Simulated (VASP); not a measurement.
## NaH: optical spectrum

What does the band structure of NaH give for its optical response? The cell is of the rock-salt type, one of the forms listed for this formula. The start is a cell from a database of measured crystal structures.

Calculated with VASP 6.6.1; PBE; plane waves and PAW (Na_pv, H), in the first sound run; inputs show where later runs differ.

This is a report of a sequence of runs, with most program output left out.

## Step 1: Set-up

The structure is cubic, space group Fm-3m (No. 225). Conventional cell: a = 4.880 Å, b = 4.880 Å, c = 4.880 Å, α = 90.00°, β = 90.00°, γ = 90.00°. Nearest to Na lie 6 H at 2.44 Å. H has 6 Na at 2.44 Å nearest. Farther neighbours are not listed.

As a file:

```cif
data_structure
_symmetry_space_group_name_H-M 'P 1'
_symmetry_Int_Tables_number 1
_cell_length_a 3.4507
_cell_length_b 3.4507
_cell_length_c 3.4507
_cell_angle_alpha 60.000
_cell_angle_beta 60.000
_cell_angle_gamma 60.000
_cell_volume 29.05
loop_
_atom_site_label
_atom_site_type_symbol
_atom_site_fract_x
_atom_site_fract_y
_atom_site_fract_z
_atom_site_occupancy
Na1 Na 0.00000 0.00000 0.00000 1
H2 H 0.50000 0.50000 0.50000 1
```

## Step 2: Ground state

The ground state comes first.

The input, INCAR:

```
SYSTEM = NaH
PREC = Accurate
ENCUT = 400
EDIFF = 1E-07
NELM = 100
ISMEAR = 0
SIGMA = 0.05
LREAL = .FALSE.
ALGO = Normal
GGA = PE
NBANDS = 10
LORBIT = 11
LWAVE = .FALSE.
LCHARG = .FALSE.
KPAR = 4
```

The input, POSCAR:

```
NaH
1.0
    0.0000000000      2.4400000000      2.4400000000
    2.4400000000      0.0000000000      2.4400000000
    2.4400000000      2.4400000000      0.0000000000
Na H
1 1
Direct
    0.0000000000      0.0000000000      0.0000000000
    0.5000000000      0.5000000000      0.5000000000
```

The input, KPOINTS:

```
Automatic mesh
0
Gamma
8 8 8
0 0 0
```

PAW data sets: Na_pv and H (PBE family, release 64).

Command:

```console
$ mpirun -np 4 vasp_std
```

It took 4.8 s on 4 MPI ranks of AMD EPYC 7R43, shared host; peak memory 0.35 GiB.

The gap is read on the k-mesh alone, so it is an upper bound where the band edges lie off the mesh.

This step gave:

```yaml
free_energy_toten: -5.084 eV
fermi_energy: -0.9919 eV
pressure: -1.113 GPa
gap_on_the_k_mesh: 3.707 eV
least_direct_gap_on_the_k_mesh: 4.550 eV
```

The cell has a gap of 3.71 eV on this mesh.

## Step 3: Spectrum

LOPTICS sums the direct transitions; the mesh is finer and NBANDS larger than for the ground state.

Edit INCAR of step 2 so:

```diff
@@ -10,4 +10,3 @@
 GGA = PE
-NBANDS = 10
-LORBIT = 11
+NBANDS = 20
 LWAVE = .FALSE.
@@ -15 +14,4 @@
 KPAR = 4
+LOPTICS = .TRUE.
+NEDOS = 2000
+CSHIFT = 0.2
```

POSCAR is that of step 2.

The input, KPOINTS:

```
Automatic mesh
0
Gamma
12 12 12
0 0 0
```

Command:

```console
$ mpirun -np 4 vasp_std
```

Run time: 16 s. Hardware: 4 MPI ranks; peak memory 0.49 GiB; 62 s of CPU time.

These are independent-particle spectra without excitons or local fields, and fine structure depends on the mesh and on CSHIFT.

This step gave:

- Fermi energy: -1.000 eV

Absorption under the direct gap is the tail of the CSHIFT broadening, and fine structure depends on the mesh. The imaginary dielectric function, xx by photon energy; read off at these points:

| photon energy (eV) | imaginary dielectric function, xx |
| --- | --- |
| 0.0 | 0 |
| 1.0 | 0.0274 |
| 2.0 | 0.0686 |
| 3.0 | 0.163 |
| 4.0 | 0.590 |
| 5.0 | 7.41 |
| 5.4 | 8.92 |
| 6.0 | 4.73 |
| 7.0 | 1.86 |
| 8.0 | 1.12 |
| 9.0 | 0.889 |
| 10.0 | 0.544 |
| 11.0 | 0.428 |
| 12.0 | 0.382 |
| 13.0 | 0.320 |
| 14.0 | 0.299 |
| 15.0 | 0.171 |
| 16.0 | 0.0852 |
| 17.0 | 0.0972 |
| 18.0 | 0.0645 |
| 19.0 | 0.0606 |
| 20.0 | 0.0740 |
| 21.0 | 0.115 |
| 22.0 | 0.0633 |
| 23.0 | 0.0478 |
| 24.0 | 0.0445 |

Table of real dielectric function, xx by photon energy:

photon energy (eV), real dielectric function, xx and a bar from the least value:
```
        0       3.13 #################
        1       3.20 ##################
        2       3.42 ##################
        3       3.96 #####################
        4       5.44 ##########################
        5       6.40 ##############################
        6      -1.31 
        7      -0.91 ##
        8      -0.38 ####
        9      -0.17 ####
       10       0.12 ######
       11       0.19 ######
       12       0.28 ######
       13       0.42 #######
       14       0.51 #######
       15       0.58 #######
       16       0.64 ########
       17       0.69 ########
       18       0.74 ########
       19       0.81 ########
       20       0.86 ########
       21       0.85 ########
       22       0.85 ########
       23       0.87 #########
       24       0.90 #########
```

## Step 4: Static response with local fields

Perturbation theory (LEPSILON) gives the dielectric tensor with local fields, and the Born charges.

The input, INCAR:

```
SYSTEM = NaH
PREC = Accurate
ENCUT = 400
EDIFF = 1E-08
NELM = 100
ISMEAR = 0
SIGMA = 0.01
LREAL = .FALSE.
ALGO = Normal
GGA = PE
NBANDS = 10
LWAVE = .FALSE.
LCHARG = .FALSE.
KPAR = 4
LEPSILON = .TRUE.
```

POSCAR is that of step 3.

KPOINTS is that of step 3.

Command:

```console
$ mpirun -np 4 vasp_std
```

It took 97 s on 4 MPI ranks; peak memory 0.67 GiB; 6.4 min of CPU time.

Energies printed during the response cycles are not total energies of the cell.

Numbers from this step:

| Quantity | Value |
| --- | --- |
| Fermi energy | -1.138 eV |
| pressure | -1.116 GPa |

Electronic dielectric tensor with local fields:

```
3.12 0.00 0.00
0.00 3.12 0.00
0.00 0.00 3.12
```

Born effective charge (e), principal values of the symmetric part by kind of site:

```csv
atom,atoms with these values,low,middle,high,mean
Na1,1,0.9786,0.9786,0.9786,0.9786
H2,1,-0.9786,-0.9786,-0.9786,-0.9786
```

In full for Na1:

```
0.9786 0.0000 0.0000
0.0000 0.9786 0.0000
0.0000 0.0000 0.9786
```

The mean electronic (clamped-ion) dielectric constant is 3.12.

## Step 5: Spectrum at LDA

This step: LDA; plane waves and PAW (Na_pv, H) (VASP 6.6.1).

The spectrum is made again with LDA.

The input, INCAR:

```
SYSTEM = NaH
PREC = Accurate
ENCUT = 400
EDIFF = 1E-07
NELM = 100
ISMEAR = 0
SIGMA = 0.05
LREAL = .FALSE.
ALGO = Normal
GGA = CA
NBANDS = 20
LWAVE = .FALSE.
LCHARG = .FALSE.
KPAR = 4
LOPTICS = .TRUE.
NEDOS = 2000
CSHIFT = 0.2
```

POSCAR is that of step 4.

KPOINTS is that of step 4.

Command:

```console
$ mpirun -np 4 vasp_std
```

The job ended after 16 s (4 MPI ranks; peak memory 0.42 GiB; 59 s of CPU time).

The PAW data sets were made with PBE, though LDA sets exist; this is a small mismatch.

This step gave:

- free energy (TOTEN): -5.203 eV
- Fermi energy: -1.092 eV
- pressure: -3.036 GPa
- gap on the k-mesh: 3.361 eV
- least direct gap on the k-mesh: 4.263 eV

The imaginary dielectric function, xx has structure finer than the step of the table below, so its rows give means over 1 eV, whole bins alone (the curve runs from 0 to 25.0 eV). Peaks (eV: height): 5.0: 9.57.

Absorption under the direct gap is the tail of the CSHIFT broadening, and fine structure depends on the mesh. Imaginary dielectric function, xx against photon energy; means over each step:

| photon energy (eV) | imaginary dielectric function, xx |
| --- | --- |
| 1 | 0.0366 |
| 2 | 0.0960 |
| 3 | 0.262 |
| 4 | 1.98 |
| 5 | 8.40 |
| 6 | 4.04 |
| 7 | 1.96 |
| 8 | 1.09 |
| 9 | 0.795 |
| 10 | 0.584 |
| 11 | 0.426 |
| 12 | 0.305 |
| 13 | 0.241 |
| 14 | 0.205 |
| 15 | 0.141 |
| 16 | 0.0945 |
| 17 | 0.0840 |
| 18 | 0.0608 |
| 19 | 0.0577 |
| 20 | 0.0804 |
| 21 | 0.0892 |
| 22 | 0.0599 |
| 23 | 0.0477 |
| 24 | 0.0377 |

Table of real dielectric function, xx by photon energy:

photon energy (eV), real dielectric function, xx and a bar from the least value:
```
        0       3.42 ##################
        1       3.51 ##################
        2       3.81 ###################
        3       4.56 #####################
        4       7.05 ##############################
        5       2.97 ################
        6      -1.69 
        7      -0.71 ###
        8      -0.48 ####
        9      -0.14 #####
       10       0.14 ######
       11       0.24 #######
       12       0.33 #######
       13       0.40 #######
       14       0.48 #######
       15       0.57 ########
       16       0.67 ########
       17       0.71 ########
       18       0.76 ########
       19       0.81 #########
       20       0.85 #########
       21       0.82 #########
       22       0.86 #########
       23       0.88 #########
       24       0.91 #########
```

## Step 6: Outcome

| Property | Result |
| --- | --- |
| PBE, independent particles | eps xx at zero frequency 3.13, centre of weight of eps2 xx, over the range kept, at 6.99 eV, mesh 12×12×12 |
| LDA, independent particles | eps xx at zero frequency 3.42, centre of weight of eps2 xx, over the range kept, at 6.58 eV, mesh 12×12×12 |
| PBE, with local fields | eps 3.12, 3.12, 3.12 |

Local fields, and the bands above those summed, take the mean static value from 3.13 to 3.12. Excitons and quasiparticle shifts are absent, so the onset tends to lie too low and its shape can differ.

[Lines on the potential files, build, host, timing and source positions are cut from VASP's logs without a mark.]

[Logs are printed without paths, hosts, clocks, repeated set-up lines and the standing remarks that a program may print on its own settings, such as how far it seeks lower states.]

[Hosts, paths, dates, database ids (printed as entryN), source tags and the programs' standing remarks are cut or masked in the printed files.]
